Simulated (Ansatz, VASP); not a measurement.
# Two plane-wave programs on Si5Ge

```
Si Ge
1.0
    -1.94807    1.94807    8.22827
     1.94807   -1.94807    8.22827
     1.94807    1.94807   -8.22827
Si Ge
5 1
Direct
  0.33201 0.33201 0.00000
  0.75000 0.25000 0.50000
  0.66799 0.66799 0.00000
  0.08601 0.58601 0.50000
  0.41399 0.91399 0.50000
  0.00000 0.00000 0.00000
```

Alike in both runs: functional PBE; k mesh 6 × 6 × 6; occupations gaussian, width 0.2 eV; no spin polarisation.

Ansatz relaxed the structure, and its values are those at the end. VASP's run is a single point on that final structure, the one shown.

|  | VASP | Ansatz |
| --- | --- | --- |
| version | VASP 6.6.1 | Ansatz 0.2.0 |
| potentials or method | VASP PAW PBE potentials, release 64 (Si, Ge_d) | scalar-relativistic, plane waves, PAW |
| plane-wave cutoff (eV) | 520 | 420 |
| valence electrons in the cell | 34 | 34 |

VASP gave:

```
gap on the k mesh at the Fermi level (eV) : 0.56
least direct gap on the mesh (eV)         : 0.60
pressure (GPa)                            : 0.4
rms of the force components (eV/Å)        : 0.020
```

**Question.** What did Ansatz give for the same quantities?

**Answer.** gap on the k mesh at the Fermi level (eV): 0.55; least direct gap on the mesh (eV): 0.59; pressure (GPa): 0.5; rms of the force components (eV/Å): 0.020.

The functional is the same, so the differences come from potentials, cutoffs and numerics.

A k mesh can miss the band edges. PBE gaps usually lie below the measured ones, often by a third to a half.
